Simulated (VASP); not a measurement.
VASP 6.6.1 run: AgCl

INCAR

```
IBRION = -1
ENCUT = 520
LWAVE = .FALSE.
NBANDS = 16
GGA = RE
PREC = Accurate
EDIFF = 1E-7
LCHARG = .FALSE.
ISYM = 0
LASPH = .TRUE.
SIGMA = 0.02
NELM = 120
ISIF = 2
ISMEAR = -1
NSW = 0
LREAL = .FALSE.
```

KPOINTS

```
KPOINTS created by Atomic Simulation Environment
0
Monkhorst-Pack
4 4 4
0 0 0
```

POSCAR

```
Ag Cl
 1.0000000000000000
     3.3432959860999998    0.0000000000000000    0.0000000000000000
     0.0000000000000000    3.3432959860999998    0.0000000000000000
     0.0000000000000000    0.0000000000000000    3.4371592997999998
 Ag  Cl
   1   1
Cartesian
  0.0000000000000000  0.0000000000000000  0.0000000000000000
  1.6716479930499999  1.6716479930499999  1.7185796498999999
```

The recommended PBE PAW datasets give the neutral cell 18 valence electrons.

Command

```
mpirun -np 1 vasp_std
```

**Question.** How does this run end, and what does it give?

**Answer.** It converged. Results: gap between bands v and c on the k mesh 2.84 eV; least direct gap on the k mesh 3.81 eV; pressure 4.8 GPa. Band v is the last that the valence electrons fill when counted band by band, and c is the next.

OSZICAR

```
N       E                     dE             d eps       ncg     rms          rms(c)
DAV:   1     0.978165791633E+02    0.97817E+02   -0.88544E+03  1072   0.103E+03
DAV:   2    -0.141533177102E+01   -0.99232E+02   -0.91259E+02  1288   0.223E+02
DAV:   3    -0.471343802054E+01   -0.32981E+01   -0.32910E+01  1248   0.423E+01
DAV:   4    -0.473397173587E+01   -0.20534E-01   -0.20532E-01  1344   0.367E+00
DAV:   5    -0.473420812606E+01   -0.23639E-03   -0.23639E-03  1288   0.385E-01    0.620E+00
DAV:   6    -0.446683586319E+01    0.26737E+00   -0.31677E-01  1304   0.814E+00    0.419E+00
DAV:   7    -0.445754609341E+01    0.92898E-02   -0.14654E-01  1200   0.261E+00    0.224E+00
DAV:   8    -0.445512317428E+01    0.24229E-02   -0.72231E-03  1248   0.925E-01    0.397E-01
DAV:   9    -0.445495100729E+01    0.17217E-03   -0.82815E-04  1336   0.399E-01    0.482E-02
DAV:  10    -0.445498907565E+01   -0.38068E-04   -0.13121E-04  1160   0.125E-01    0.436E-02
DAV:  11    -0.445499944543E+01   -0.10370E-04   -0.12745E-05  1168   0.321E-02    0.828E-03
DAV:  12    -0.445499935028E+01    0.95149E-07   -0.13974E-06  1320   0.904E-03    0.237E-03
DAV:  13    -0.445499942721E+01   -0.76936E-07   -0.18861E-07  1136   0.312E-03
   1 F= -.44549994E+01 E0= -.44549994E+01  d E =-.306704E-10
```

The shifted mesh misses Γ, so a band edge there is missed.

For comparison, a separate PBE run of the intended cell, on usual settings and not on those above, gives a gap of 0.56 eV on its mesh and a pressure of 2.6 GPa.
